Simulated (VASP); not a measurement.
# N2 in VASP: a series of runs

One molecule, N2, is run at these levels: PBE+D3(BJ), PBE, RPBE; tasks: relaxation of the atoms, single point.

All numbers are computed with VASP 6.6.1; they aren't measurements. Logs are shortened: lines on timing, memory, paths and dates and some standing lists are left out, and cuts for length are marked.

### Step 1. The molecule as given

The cell holds a molecule in a box, 2 atoms: a = 11.441 Å, b = 11.941 Å, c = 12.441 Å, α = 90.00°, β = 90.00°, γ = 90.00°.

### Step 2. Relaxation of the atoms, PBE+D3(BJ)

File INCAR:

```
PREC = Accurate
ENCUT = 400
EDIFF = 1E-6
ISMEAR = 0
SIGMA = 0.01
LREAL = F
LASPH = T
NELM = 100
ALGO = Normal
ISIF = 2
LWAVE = F
LCHARG = F
GGA = PE
IVDW = 12
IBRION = 2
NSW = 120
EDIFFG = -0.03
ISYM = 0
```

File KPOINTS:

```
Automatic mesh
0
Gamma
  1 1 1
```

File POSCAR:

```
N
1.0
   11.4414717937      0.0000000000      0.0000000000
    0.0000000000     11.9414717937      0.0000000000
    0.0000000000      0.0000000000     12.4414717937
N
2
Selective dynamics
Direct
    0.5214622657      0.5159199176      0.4621639703  F F F
    0.4785377343      0.4924542595      0.5378360297  T T T
```

Potentials or basis: VASP PAW PBE potentials, release 64 (N).

On the command line:

```sh
$ cat potpaw_PBE.64/N/POTCAR > POTCAR
$ mpirun -np 4 vasp_gam > vasp.out
```

OUTCAR:

```text
PREC = Accurate
   ENCUT = 400
   EDIFF = 1E-6
   ISMEAR = 0
   LREAL = F
   LASPH = T
   NELM = 100
   ISIF = 2
   GGA = PE
   IVDW = 12
   IBRION = 2
   NSW = 120
   EDIFFG = -0.03
   ISYM = 0
 IVDW          = 12

 ion  position               nearest neighbor table
   1  0.521  0.516  0.462-   2 1.10
   2  0.479  0.492  0.538-   1 1.10

IMPORTANT INFORMATION: All symmetrisations will be switched off!
NOSYMM: (Re-)initialisation of all symmetry stuff for point group C_1.

----------------------------------------------------------------------------------------

                                     Primitive cell

  volume of cell :    1699.8536

  direct lattice vectors                    reciprocal lattice vectors
    11.441471794  0.000000000  0.000000000     0.087401343  0.000000000  0.000000000
     0.000000000 11.941471794  0.000000000     0.000000000  0.083741771  0.000000000
     0.000000000  0.000000000 12.441471794     0.000000000  0.000000000  0.080376343

  length of vectors
    11.441471794 11.941471794 12.441471794     0.087401343  0.083741771  0.080376343

  position of ions in fractional coordinates (direct lattice)
     0.521462266  0.515919918  0.462163970
     0.478537734  0.492454260  0.537836030

  ion indices of the primitive-cell ions
   primitive index   ion index
                 1           1
                 2           2

----------------------------------------------------------------------------------------

 KPOINTS: Automatic mesh

Automatic generation of k-mesh.
 Grid dimensions read from file:
 generate k-points for:    1    1    1

 Generating k-lattice:

  Cartesian coordinates                     Fractional coordinates (reciprocal lattice)
     0.087401343  0.000000000  0.000000000     1.000000000  0.000000000  0.000000000
     0.000000000  0.083741771  0.000000000     0.000000000  1.000000000  0.000000000
     0.000000000  0.000000000  0.080376343     0.000000000  0.000000000  1.000000000

  Length of vectors
     0.087401343  0.083741771  0.080376343

  Shift w.r.t. Gamma in fractional coordinates (k-lattice)
     0.000000000  0.000000000  0.000000000

 Subroutine IBZKPT returns following result:
 ===========================================

 Found      1 irreducible k-points:

 Following reciprocal coordinates:
            Coordinates               Weight
  0.000000  0.000000  0.000000      1.000000
   k-points           NKPTS =      1   k-points in BZ     NKDIM =      1   number of bands    NBANDS=     12
   number of dos      NEDOS =    301   number of ions     NIONS =      2
   total plane-waves  NPLWV = 537600
   dimension x,y,z NGX =    80 NGY =   80 NGZ =   84
   dimension x,y,z NGXF=   160 NGYF=  160 NGZF=  168
   ions per type =               2
   NGX,Y,Z   is equivalent  to a cutoff of  11.62, 11.14, 11.22 a.u.
   NGXF,Y,Z  is equivalent  to a cutoff of  23.25, 22.27, 22.45 a.u.
 SYSTEM =  unknown system
   PREC   = accura    normal or accurate (medium, high low for compatibility)
   ISTART =      0    job   : 0-new  1-cont  2-samecut
   ICHARG =      2    charge: 1-file 2-atom 10-const
   ISPIN  =      1    spin polarized calculation?
   LNONCOLLINEAR =      F non collinear calculations
   LSORBIT =      F    spin-orbit coupling
   LASPH  =      T    aspherical Exc in radial PAW
   ENCUT  =  400.0 eV  29.40 Ry    5.42 a.u.  18.66 19.47 20.29*2*pi/ulx,y,z
   NELM   =    100;   NELMIN=  2; NELMDL= -5     # of ELM steps
   EDIFF  = 0.1E-05   stopping-criterion for ELM
   LREAL  =      F    real-space projection
   EDIFFG = -.3E-01   stopping-criterion for IOM
   NSW    =    120    number of steps for IOM
   IBRION =      2    ionic relax: 0-MD 1-quasi-New 2-CG
   NFREE  =      1    steps in history (QN), initial steepest desc. (CG)
   ISIF   =      2    stress and relaxation
   ISYM   =      0    0-nonsym 1-usesym 2-fastsym
   POTIM  = 0.5000    time-step for ionic-motion
   TEBEG  =    0.0;   TEEND  =   0.0 temperature during run
   PSTRESS=    0.0 pullay stress
   NELECT =      10.0000    total number of electrons
   NUPDOWN=      -1.0000    fix difference up-down
   EMIN   =  10.00;   EMAX   =-10.00  energy-range for DOS
   EFERMI =   0.00;   METHOD = LEGACY
   ISMEAR =     0;   SIGMA  =   0.01  broadening in eV -4-tet -1-fermi 0-gaus
   EFERMI_NEDOS =   21; number of points for ismear=-14 and -15
   IALGO  =     38    algorithm
   IMIX   =      4    mixing-type and parameters
     AMIX     =   0.40;   BMIX     =  1.00
     AMIX_MAG =   1.60;   BMIX_MAG =  1.00
  volume/ion in A,a.u.               =     849.93      5735.59
  Fermi-wavevector in a.u.,A,eV,Ry     =   0.295532  0.558474  1.188320  0.087339
  Thomas-Fermi vector in A             =   1.159194
   LORBIT       =      0    0 simple, 1 ext, 2 COOP (PROOUT), +10 PAW based schemes
   GGA     = PE    functional components
   LHFCALC =     F    Hartree Fock is set to
   AEXX    =    0.0000 exact exchange contribution
   IVDW    =    12    specifies the selected vdW correction
   LEPSILON=     F    determine dielectric tensor
   LRPA    =     F    only Hartree local field effects (RPA)
 conjugate gradient relaxation of ions
 non-spin polarized calculation
 Gauss-broadening in eV      SIGMA  =   0.01
  energy-cutoff  :      400.00
  volume of cell :     1699.85
 maximum number of plane-waves:     15454
 NGX is ok and might be reduce to    80
   NGX = 37   NGY = 39   NGZ = 41

--------------------------------------- Ionic step        1  -------------------------------------------

 number of electron      10.0000002 magnetization

 Free energy of the ion-electron system (eV)
  ---------------------------------------------------
  ext. energy  EPLUGINS =         0.00000000
  ---------------------------------------------------
  free energy    TOTEN  =       -16.59422208 eV

  energy without entropy =      -16.59422208  energy(sigma->0) =      -16.59422208

------------------------ aborting loop because EDIFF is reached ----------------------------------------

 Edisp (eV)   -0.01187

 E8    (eV) :    -0.0035

  FORCE on cell =-STRESS in cart. coord.  units (eV):
  Direction    XX          YY          ZZ          XY          YZ          ZX
  --------------------------------------------------------------------------------------
  -------------------------------------------------------------------------------------
  Total      -0.43846    -0.86653     1.21496     0.35442    -0.67517    -1.18798
  in kB      -0.41327    -0.81674     1.14515     0.33406    -0.63638    -1.11972
  external pressure =       -0.03 kB  Pullay stress =        0.00 kB

 VOLUME and BASIS-vectors are now :
 -----------------------------------------------------------------------------
  energy-cutoff  :      400.00
  volume of cell :     1699.85
      direct lattice vectors                 reciprocal lattice vectors
    11.441471794  0.000000000  0.000000000     0.087401343  0.000000000  0.000000000
     0.000000000 11.941471794  0.000000000     0.000000000  0.083741771  0.000000000
     0.000000000  0.000000000 12.441471794     0.000000000  0.000000000  0.080376343

 POSITION                                       TOTAL-FORCE (eV/Angst)
 -----------------------------------------------------------------------------------
      5.96630      6.16084      5.75000         1.373426      0.779319     -2.628922
      5.47518      5.88063      6.69147        -1.373426     -0.779319      2.628922
 -----------------------------------------------------------------------------------
    total drift:                                0.000069      0.000146     -0.000127

  FREE ENERGIE OF THE ION-ELECTRON SYSTEM (eV)
  ---------------------------------------------------
  free  energy   TOTEN  =       -16.6060902955 eV

  energy  without entropy=      -16.6060902955  energy(sigma->0) =      -16.60609030

--------------------------------------- Ionic step        2  -------------------------------------------

 number of electron      10.0000000 magnetization

 E-fermi :  -9.9256     XC(G=0):  -0.3999

 val. band max:      -10.0333380151   @ k =   0.0000   0.0000   0.0000
 cond. band min:      -3.3978387598   @ k =   0.0000   0.0000   0.0000
 fundamental gap:      6.6354992553
 Fermi energy:        -9.9256235376

 k-point     1 :       0.0000    0.0000    0.0000
  band No.  band energies     occupation
      1     -26.1312      2.00000
      2     -14.4044      2.00000
      3     -10.5182      2.00000
      4     -10.5180      2.00000
      5     -10.0333      2.00000
      6      -3.3978      0.00000
      7      -3.3975      0.00000
      8      -0.1953      0.00000
      9       0.7215      0.00000
     10       0.7548      0.00000
     11       0.8093      0.00000
     12       0.8818      0.00000

------------------------ aborting loop because EDIFF is reached ----------------------------------------

 Edisp (eV)   -0.01186

 E8    (eV) :    -0.0035
[... 58 lines left out ...]
 POSITION                                       TOTAL-FORCE (eV/Angst)
 -----------------------------------------------------------------------------------
      5.96630      6.16084      5.75000        -0.055744     -0.035772      0.110788
      5.46635      5.87562      6.70836         0.055744      0.035772     -0.110788
 -----------------------------------------------------------------------------------
    total drift:                               -0.000135      0.000065     -0.000379

  FREE ENERGIE OF THE ION-ELECTRON SYSTEM (eV)
  ---------------------------------------------------
  free  energy   TOTEN  =       -16.6342517107 eV

  energy  without entropy=      -16.6342517107  energy(sigma->0) =      -16.63425171

--------------------------------------- Ionic step        4  -------------------------------------------

 number of electron      10.0000002 magnetization

 Free energy of the ion-electron system (eV)
  ---------------------------------------------------
  ext. energy  EPLUGINS =         0.00000000
  ---------------------------------------------------
  free energy    TOTEN  =       -16.62243930 eV

  energy without entropy =      -16.62243930  energy(sigma->0) =      -16.62243930

 E-fermi : -10.0456     XC(G=0):  -0.3987

 val. band max:      -10.1124047630   @ k =   0.0000   0.0000   0.0000
 cond. band min:      -2.0952416111   @ k =   0.0000   0.0000   0.0000
 fundamental gap:      8.0171631519
 Fermi energy:       -10.0455757052

 k-point     1 :       0.0000    0.0000    0.0000
  band No.  band energies     occupation
      1     -28.0791      2.00000
      2     -13.5189      2.00000
      3     -11.4395      2.00000
      4     -11.4393      2.00000
      5     -10.1124      2.00000
      6      -2.0952      0.00000
      7      -2.0948      0.00000
      8      -0.1830      0.00000
      9       0.7418      0.00000
     10       0.7642      0.00000
     11       0.7953      0.00000
     12       0.8749      0.00000

------------------------ aborting loop because EDIFF is reached ----------------------------------------

 Edisp (eV)   -0.01187

 E8    (eV) :    -0.0035
[... 18 lines left out ...]
 POSITION                                       TOTAL-FORCE (eV/Angst)
 -----------------------------------------------------------------------------------
      5.96630      6.16084      5.75000        -0.001944     -0.005087      0.007659
      5.46671      5.87582      6.70768         0.001944      0.005087     -0.007659
 -----------------------------------------------------------------------------------
    total drift:                                0.000360      0.000339     -0.001349

  FREE ENERGIE OF THE ION-ELECTRON SYSTEM (eV)
  ---------------------------------------------------
  free  energy   TOTEN  =       -16.6343065120 eV

  energy  without entropy=      -16.6343065120  energy(sigma->0) =      -16.63430651

 reached required accuracy - stopping structural energy minimisation
```

Wall time 57 s (4 MPI ranks of Intel Xeon Platinum 8488C (Sapphire Rapids), shared host); peak memory 0.37 GiB.

What came out:

- Free energy: -16.6343 eV
- Energy gained by relaxing: 14.1 meV/atom
- Ionic steps: 4
- Gap between the frontier levels: 8.02 eV
- Dispersion energy per atom: -0.006 eV

Step by step:
```csv
step,energy change (eV),largest force (eV/Å),pressure (GPa)
1,0.0000,3.0667,0.00
2,0.8845,11.9397,-0.55
3,-0.0282,0.1291,-0.11
4,-0.0282,0.0094,-0.10
```

Final structure:
```cif
data_structure
_symmetry_space_group_name_H-M 'P 1'
_symmetry_Int_Tables_number 1
_cell_length_a 11.4415
_cell_length_b 11.9415
_cell_length_c 12.4415
_cell_angle_alpha 90.000
_cell_angle_beta 90.000
_cell_angle_gamma 90.000
_cell_volume 1699.85
loop_
_atom_site_label
_atom_site_type_symbol
_atom_site_fract_x
_atom_site_fract_y
_atom_site_fract_z
_atom_site_occupancy
N1 N 0.52146 0.51592 0.46216 1
N2 N 0.47780 0.49205 0.53914 1
```

Levels at points of the mesh, in eV from the valence-band top:
```csv
k point,band 3,band 4,band 5,band 6,band 7,band 8
"(0.00, 0.00, 0.00)",-1.33,-1.33,0.00,8.02,8.02,9.93
```

Caveat: the cutoff is under 1.25 times the usual one of these potentials, so pressure, stress and relaxed cells hold a basis-set (Pulay) error; the standard files for N, O and F lose accuracy on very short bonds. A hybrid or GW would open this gap; PBE tends to underestimate it.

### Step 3. Single point, PBE

File INCAR:

```
SYSTEM = N
PREC = Accurate
ENCUT = 400
EDIFF = 1E-6
ISMEAR = 0
SIGMA = 0.01
LREAL = .FALSE.
LASPH = .TRUE.
NELM = 100
ALGO = Normal
ISIF = 2
LWAVE = .FALSE.
LCHARG = .FALSE.
GGA = PE
NBANDS = 12
ISYM = 0
```

File KPOINTS:

```
regular mesh
0
G
  1 1 1
  0 0 0
```

File POSCAR:

```
N                                       
1.0
   11.4414717937      0.0000000000      0.0000000000
    0.0000000000     11.9414717937      0.0000000000
    0.0000000000      0.0000000000     12.4414717937
  N             
     2
Selective dynamics
Direct
     0.5214622657000021    0.5159199176000016    0.4621639702999971   F   F   F
     0.4777975864411552    0.4920518644329004    0.5391389000487088   T   T   T
```

Potentials or basis: VASP PAW PBE potentials, release 64 (N).

On the command line:

```sh
$ cat potpaw_PBE.64/N/POTCAR > POTCAR
$ mpirun -np 4 vasp_gam > vasp.out
```

OUTCAR:

```text
SYSTEM = N
   PREC = Accurate
   ENCUT = 400
   EDIFF = 1E-6
   ISMEAR = 0
   LREAL = .FALSE.
   LASPH = .TRUE.
   NELM = 100
   ISIF = 2
   GGA = PE
   ISYM = 0

 ion  position               nearest neighbor table
   1  0.521  0.516  0.462-   2 1.12
   2  0.478  0.492  0.539-   1 1.12

IMPORTANT INFORMATION: All symmetrisations will be switched off!
NOSYMM: (Re-)initialisation of all symmetry stuff for point group C_1.

----------------------------------------------------------------------------------------

                                     Primitive cell

  volume of cell :    1699.8536

  direct lattice vectors                    reciprocal lattice vectors
    11.441471794  0.000000000  0.000000000     0.087401343  0.000000000  0.000000000
     0.000000000 11.941471794  0.000000000     0.000000000  0.083741771  0.000000000
     0.000000000  0.000000000 12.441471794     0.000000000  0.000000000  0.080376343

  length of vectors
    11.441471794 11.941471794 12.441471794     0.087401343  0.083741771  0.080376343

  position of ions in fractional coordinates (direct lattice)
     0.521462266  0.515919918  0.462163970
[... 103 lines left out ...]

 E-fermi : -10.0418     XC(G=0):  -0.3891

 val. band max:      -10.1124487019   @ k =   0.0000   0.0000   0.0000
 cond. band min:      -2.0952922261   @ k =   0.0000   0.0000   0.0000
 fundamental gap:      8.0171564758
 Fermi energy:       -10.0417526403

 k-point     1 :       0.0000    0.0000    0.0000
  band No.  band energies     occupation
      1     -28.0792      2.00000
      2     -13.5190      2.00000
      3     -11.4396      2.00000
      4     -11.4394      2.00000
      5     -10.1124      2.00000
      6      -2.0953      0.00000
      7      -2.0949      0.00000
      8      -0.1759      0.00000
      9       0.7492      0.00000
     10       0.7681      0.00000
     11       0.8007      0.00000
     12       0.8811      0.00000

------------------------ aborting loop because EDIFF is reached ----------------------------------------

  FORCE on cell =-STRESS in cart. coord.  units (eV):
  Direction    XX          YY          ZZ          XY          YZ          ZX
  --------------------------------------------------------------------------------------
  -------------------------------------------------------------------------------------
  Total       -1.0721757     -1.0530120     -1.1936505     -0.0243539      0.0499933      0.0836084
  in kB       -1.0105668     -0.9925043     -1.1250615     -0.0229545      0.0471206      0.0788042
  external PRESSURE =      -1.0427109 kB  Pullay stress =       0.0000000 kB

 VOLUME and BASIS-vectors are now :
 -----------------------------------------------------------------------------
  energy-cutoff  :      400.00
  volume of cell :     1699.85
      direct lattice vectors                 reciprocal lattice vectors
    11.441471794  0.000000000  0.000000000     0.087401343  0.000000000  0.000000000
     0.000000000 11.941471794  0.000000000     0.000000000  0.083741771  0.000000000
     0.000000000  0.000000000 12.441471794     0.000000000  0.000000000  0.080376343

 POSITION                                       TOTAL-FORCE (eV/Angst)
 -----------------------------------------------------------------------------------
      5.96630      6.16084      5.75000        -0.002049     -0.005149      0.007863
      5.46671      5.87582      6.70768         0.002049      0.005149     -0.007863
 -----------------------------------------------------------------------------------
    total drift:                               -0.000124      0.000062     -0.000405

  FREE ENERGIE OF THE ION-ELECTRON SYSTEM (eV)
  ---------------------------------------------------
  free  energy   TOTEN  =       -16.6224391913 eV

  energy  without entropy=      -16.6224391913  energy(sigma->0) =      -16.62243919
```

OSZICAR:

```text
N       E                     dE             d eps       ncg     rms          rms(c)
DAV:   1     0.100024069412E+03    0.10002E+03   -0.18630E+03    32   0.337E+02
DAV:   2     0.153576922572E+02   -0.84666E+02   -0.84143E+02    44   0.699E+01
DAV:   3    -0.150629958488E+02   -0.30421E+02   -0.30344E+02    28   0.733E+01
[... 13 lines left out ...]
DAV:  17    -0.166224197884E+02   -0.29106E-04   -0.87127E-07    28   0.419E-03    0.106E-03
DAV:  18    -0.166224337952E+02   -0.14007E-04   -0.25097E-07    32   0.229E-03    0.442E-04
DAV:  19    -0.166224361714E+02   -0.23762E-05   -0.41634E-08    32   0.101E-03    0.397E-04
DAV:  20    -0.166224389343E+02   -0.27629E-05   -0.64847E-08    24   0.121E-03    0.261E-04
DAV:  21    -0.166224391913E+02   -0.25702E-06   -0.11044E-09    28   0.242E-04
   1 F= -.16622439E+02 E0= -.16622439E+02  d E =-.111091E-23
```

Run time: 21 s. Hardware: 4 MPI ranks of Intel Xeon Platinum 8488C (Sapphire Rapids), shared host; peak memory 0.34 GiB.

What came out:

```yaml
Free_energy: -16.6224 eV
Largest_force: 0.010 eV/Å
Gap_between_the_frontier_levels: 8.02 eV
```

Forces in eV/Å, atoms in the order of the input:
```
N   -0.002 -0.005  0.008
N    0.002  0.005 -0.008
```

Levels at points of the mesh, in eV from the valence-band top:
| k point | band 1 | band 2 | band 3 | band 4 | band 5 | band 6 | band 7 | band 8 | band 9 | band 10 |
| --- | --- | --- | --- | --- | --- | --- | --- | --- | --- | --- |
| (0.00, 0.00, 0.00) | -17.97 | -3.41 | -1.33 | -1.33 | 0.00 | 8.02 | 8.02 | 9.94 | 10.86 | 10.88 |

Caveat: the cutoff is under 1.25 times the usual one of these potentials, so pressure, stress and relaxed cells hold a basis-set (Pulay) error; the standard files for N, O and F lose accuracy on very short bonds.

[end of part 1 of 2]
